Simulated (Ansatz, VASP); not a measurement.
Two plane-wave programs on BN

```xyz
2
Lattice="0.0000 1.8130 1.8130 1.8130 0.0000 1.8130 1.8130 1.8130 0.0000" Properties=species:S:1:pos:R:3 pbc="T T T"
N     0.9065    0.9065    0.9065
B     0.0000    0.0000    0.0000
```

The cell is a database's computed one.

Alike in both runs: task band structure; functional HSEsol; k mesh 7 × 7 × 7; occupations fermi-dirac, width 0.05 eV; no spin polarisation.

|  | VASP | Ansatz |
| --- | --- | --- |
| version | VASP 6.6.1 | Ansatz 0.2.0 |
| potentials or method | VASP PAW PBE potentials, release 64 (N, B) | Ansatz PAW |
| plane-wave cutoff (eV) | 520 | 420 |
| valence electrons in the cell | 8 | 8 |

Ansatz gave:

```
gap on the k mesh at the Fermi level (eV) : 5.95
least direct gap on the mesh (eV)         : 10.48
gap along the band path (eV)              : 5.68
pressure (GPa)                            : -13.4
```

Problem. What did VASP give for the same quantities?

Solution. gap on the k mesh at the Fermi level (eV): 5.96; least direct gap on the mesh (eV): 10.49; gap along the band path (eV): 5.68; pressure (GPa): -12.8.

Caveats: the k mesh is coarse (spacing up to 0.43 Å⁻¹), so the values aren't converged, least of all with exact exchange; the PAW data sets were made with another functional, which shifts forces and pressure a little (VASP); the mesh misses the band edges, which the band path finds closer together (VASP); the k mesh misses the band edges, so the gap on the mesh is wider than the one along the path (Ansatz); the pressure holds a Pulay correction of +0.9 GPa for the finite cutoff (Ansatz); the PAW data sets come from PBE, with cores solved anew for the run's functional, which leaves a small shift of forces and pressure (Ansatz); the thresholds are loose for stress (Ansatz).
